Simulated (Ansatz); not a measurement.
Cold compression of K (diamond type)

```yaml
crystal:
  lattice:
    - [0.00000, 4.80555, 4.80555]
    - [4.80555, 0.00000, 4.80555]
    - [4.80555, 4.80555, 0.00000]
  atoms:
    - { symbol: K, position: [0.87500, 0.87500, 0.87500] }
    - { symbol: K, position: [0.12500, 0.12500, 0.12500] }
```

The cell comes from a relaxation on PAW files under the same functional, begun from a prototype that needn't be the stable phase.

Its volume is scaled at fixed shape and fractional positions.

All numbers are PBE results (scalar-relativistic) from Ansatz 0.2.0, with a Γ-centred 8×8×8 k mesh, Fermi–Dirac smearing of 0.1 eV, no spin polarisation. Methods: LAPW: all electrons, basis error target 1 meV/atom; PAW: frozen-core files, cutoff 420 eV; crystal datasets: all electrons, by PAW datasets that the program makes for each cell; norm-conserving: pseudopotentials, cutoff 850 eV; PAW (cutoff 250 eV): frozen-core files, cutoff 250 eV.

Energies are extrapolated to zero smearing and count from the unscaled cell; pressure is positive in compression; gaps take the mesh and a band path. No temperature or zero-point motion is included.

| V/V0 | V (Å³/atom) | P LAPW (GPa) | ΔE LAPW (eV/atom) | P PAW − LAPW (GPa) | ΔE PAW − LAPW (meV/atom) |
| --- | --- | --- | --- | --- | --- |
| 1.00 | 110.98 | 0.01 | 0.000 | 0.00 | 0.0 |
| 0.92 | 102.10 | ? | ? | ? | ? |
| 0.84 | 93.22 | 0.29 | 0.014 | 0.00 | 0.0 |
| 0.76 | 84.34 | 0.53 | 0.036 | 0.00 | 0.0 |
| 0.68 | 75.46 | 0.89 | 0.075 | 0.00 | 0.0 |
| 0.60 | 66.59 | 1.43 | 0.138 | 0.00 | 0.0 |
| 0.52 | 57.71 | 2.28 | 0.239 | 0.00 | 0.0 |
| 0.45 | 49.94 | 3.47 | 0.376 | 0.00 | -0.1 |

(1) Fit the Vinet equation to the LAPW pressures shown (residuals weighted by 1/(|P| + 0.03·Pmax)), and predict the pressure of the withheld row.

(2) From the table, what is the rise of the enthalpy H = E + pV up to the last row, and how stiff is the crystal between the last two rows?

(3) At the smallest volume, how far do crystal datasets and norm-conserving and PAW (cutoff 250 eV) lie from LAPW in pressure?

Answers

(1) The fit gives V0 = 111.79 Å³/atom, B0 = 1.17 GPa and B0′ = 3.54. At 102.10 Å³/atom, x = (V/V0)^(1/3) = 0.9702, and P = 3·B0·(1 − x)/x²·exp[1.5·(B0′ − 1)·(1 − x)] = 0.12 GPa. The run itself gave 0.13 GPa (-1.4 % off) and ΔE = 0.003 eV/atom.

(2) ΔH = 0.376 eV + (3.47 GPa × 49.94 Å³ − 0.01 GPa × 110.98 Å³) × 0.006242 eV/(GPa·Å³) = 1.45 eV/atom, of which pV makes 74 %. The mean bulk modulus there is −ΔP/Δln V = 8.2 GPa.

(3) crystal datasets: 0.00 GPa; norm-conserving: 0.00 GPa; PAW (cutoff 250 eV): +0.14 GPa, on a LAPW pressure of 3.47 GPa.
